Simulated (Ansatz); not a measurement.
# W (Im-3m): cell relaxations under several functionals from a Python script

The task is cell relaxations under several functionals, for W (Im-3m).

Program: the Python package of Ansatz 0.2.0. The levels of theory stand in the script. These are calculated values, not measurements.

## Step 1: The system

The structure is cubic, space group Im-3m (No. 229). The conventional cell has a = 3.165 Å, b = 3.165 Å, c = 3.165 Å, α = 90.00°, β = 90.00°, γ = 90.00°. Around W (site symmetry m-3m) lie 8 W at 2.74 Å.

No structure file is read: the coordinates are typed or built in the script.

## Step 2: The script

File lattice.py:

```python
"""How the lattice of W depends on the functional."""

import logging
import sys

import ansatz as az
import numpy as np

logging.basicConfig(stream=sys.stdout, format="%(levelname)s %(message)s")
logger = logging.getLogger("ansatz_job")
logger.setLevel(logging.INFO)

CUTOFF_EV = 550
SMEARING = "cold"
FMAX = 0.005

def edges_and_angles(cell):
    cell = np.asarray(cell)
    a, b, c = np.linalg.norm(cell, axis=1)
    cosines = cell[1] @ cell[2] / (b * c), cell[0] @ cell[2] / (a * c), cell[0] @ cell[1] / (a * b)
    return (a, b, c, *np.degrees(np.arccos(cosines)))

lattice = az.Lattice.of(
    (-1.58234, 1.58234, 1.58234),
    (1.58234, -1.58234, 1.58234),
    (1.58234, 1.58234, -1.58234),
)
sites = [
    ("W", (0.0, 0.0, 0.0)),
]
crystal = az.Crystal(lattice=lattice)
for symbol, position in sites:
    crystal = crystal.atom(symbol, position)

calculation = (
    crystal.calculation()
    .kpoints(12)
    .basis(CUTOFF_EV)
    .occupations(SMEARING)
    .relax(cell=True, force_tolerance=FMAX, max_steps=60)
)

levels = [("r2scan", "rvv10"), ("r2scan", "none"), ("lda", "none")]
logger.info("level            a       b       c    alpha   beta  gamma  V/atom  steps")
for name, dispersion in levels:
    seen = []
    run = calculation.functional(name, dispersion=dispersion).session().plan()
    out = run.execute(on_event=lambda e: seen.append(e) if e["event"] == "relax_step" else None)
    cell = out.lattice.cell_ang
    label = name if dispersion == "none" else f"{name}+{dispersion}"
    print("{:13s} {:7.4f} {:7.4f} {:7.4f} {:6.2f} {:6.2f} {:6.2f}".format(label, *edges_and_angles(cell)), f"{abs(np.linalg.det(cell)) / len(out.lattice.sites):7.3f} {len(seen):5d}")
```

## Step 3: What the engine is handed

The package turns the script's settings into the engine's input (first run):

```yaml
crystal:
  lattice:
    - [-1.58234, 1.58234, 1.58234]
    - [1.58234, -1.58234, 1.58234]
    - [1.58234, 1.58234, -1.58234]
  atoms:
    - { symbol: W, position: [0.0, 0.0, 0.0] }
basis:
  ecutwfc: 550.0
kpoints:
  mp_grid:
    grid: [12, 12, 12]
hamiltonian:
  xc: r2scan
  dispersion: rvv10
scf:
  occupations:
    method: cold
relax:
  f_tol: 0.005
  max_steps: 60
  cell: {}
```

## Step 4: Launch

On the command line:

```sh
> python lattice.py
```

Output:

```text
INFO level            a       b       c    alpha   beta  gamma  V/atom  steps
r2scan+rvv10   2.7391  2.7391  2.7391 109.47 109.47 109.47  15.819     4
r2scan         2.7458  2.7458  2.7458 109.47 109.47 109.47  15.936     4
lda            2.7141  2.7141  2.7141 109.47 109.47 109.47  15.391     5
```

Wall time 25 s (1 thread of Arm Neoverse V1, shared host); peak memory 0.45 GiB.

## Step 5: Inputs of later runs

The engine's inputs for the other runs:

Run 2, against run 1:

```diff
@@ -15 +15 @@
-  dispersion: rvv10
+  dispersion: none
```

Run 3, against run 1:

```diff
@@ -14,2 +14,2 @@
-  xc: r2scan
-  dispersion: rvv10
+  xc: lda
+  dispersion: none
```

Lines on the test bed's own set-up are left out of the output.

## Step 6: The runs side by side

One row for each of the 3 runs:

```
run  functional  dispersion  energy (eV/atom)  final volume (Å³/atom)  pressure (GPa)  SCF cycles in all  CPU time (s)
  1      r2scan       rvv10       -10394.5277                   15.82            0.00                 19            10
  2      r2scan        none       -10397.3025                   15.94           -0.02                 20           8.3
  3         lda        none       -10129.8468                   15.39            0.01                 21           5.2
```

Energies are free energies F = E - TS of the smeared occupations. Totals hang on method, basis and potentials, so only like runs compare.

## Step 7: The relaxation of run 1, step by step

The steps of the relaxation:

```
step  E - E(step 1) (eV/cell)  largest force component (eV/Å)  pressure (GPa)  volume (Å³)
   1                   0.0000                          0.0000           -0.58        15.85
   2                   0.0003                          0.0000            1.65        15.74
   3                  -0.0001                          0.0000            0.00        15.82
   4                  -0.0001                          0.0000            0.00        15.82
```

Step 1 is the start. Step 4 repeats the geometry before it on a plane-wave basis chosen anew for that cell, so its energy need not be comparable with the rows above. Step 2 was tried and not accepted.

Lengths and angles in the start's conventional setting:

|  | before | after | change |
| --- | --- | --- | --- |
| a (Å) | 3.165 | 3.163 | -0.1 % |
| b (Å) | 3.165 | 3.163 | -0.1 % |
| c (Å) | 3.165 | 3.163 | -0.1 % |
| volume (Å³/atom) | 15.85 | 15.82 | -0.2 % |
| shortest distance (Å) | 2.741 | 2.739 | -0.1 % |
| space group (0.01 Å) | Im-3m | Im-3m | same |

Forces and stress were held to the start's 48 operations: a distortion of lower symmetry was not tested.

## Step 8: How the relaxation of run 3 went

The steps of the relaxation:

| step | E - E(step 1) (eV/cell) | largest force component (eV/Å) | pressure (GPa) | volume (Å³) |
| --- | --- | --- | --- | --- |
| 1 | 0.0000 | 0.0000 | -8.99 | 15.85 |
| 2 | 0.0890 | 0.0000 | 30.15 | 14.23 |
| 3 | -0.0129 | 0.0000 | -1.10 | 15.44 |
| 4 | -0.0131 | 0.0000 | 0.01 | 15.39 |
| 5 | -0.0131 | 0.0000 | 0.01 | 15.39 |

Step 1 is the start. Step 5 repeats the geometry before it on a plane-wave basis chosen anew for that cell, so its energy need not be comparable with the rows above. Step 2 was tried and not accepted.

Lengths and angles in the start's conventional setting:

|  | before | after | change |
| --- | --- | --- | --- |
| a (Å) | 3.165 | 3.134 | -1.0 % |
| b (Å) | 3.165 | 3.134 | -1.0 % |
| c (Å) | 3.165 | 3.134 | -1.0 % |
| volume (Å³/atom) | 15.85 | 15.39 | -2.9 % |
| shortest distance (Å) | 2.741 | 2.714 | -1.0 % |
| space group (0.01 Å) | Im-3m | Im-3m | same |

Forces and stress were held to the start's 48 operations: a distortion of lower symmetry was not tested.

## Step 9: Outcome

| quantity | value |
| --- | --- |
| runs compared | 3 |
| relaxed volume | 15.39 (lda) to 15.94 Å³/atom (r2scan) |

In words: From smallest to largest: LDA (15.39 Å³ an atom, -2.9 % against the start), r2SCAN+RVV10 (15.82 Å³ an atom, -0.2 % against the start) and r2SCAN (15.94 Å³ an atom, +0.6 % against the start). The spread is 3.5 % in volume. In run 1, over 1 move the cell shrank by 0.2 % in volume, and the space group stayed Im-3m. In run 3, the volume shrank by 2.9 % over 2 moves, and the space group stayed Im-3m. Caveats:
- Spin is left out of this run.
- The mesh is modest for a metal, so energies can be off by several to tens of meV an atom and pressures by half a GPa or more; differences at equal mesh fare better.
- Edges and angles that the script prints are those of the cell as typed, here a primitive one.
- Spin-orbit coupling, which matters for elements this heavy, is left out.
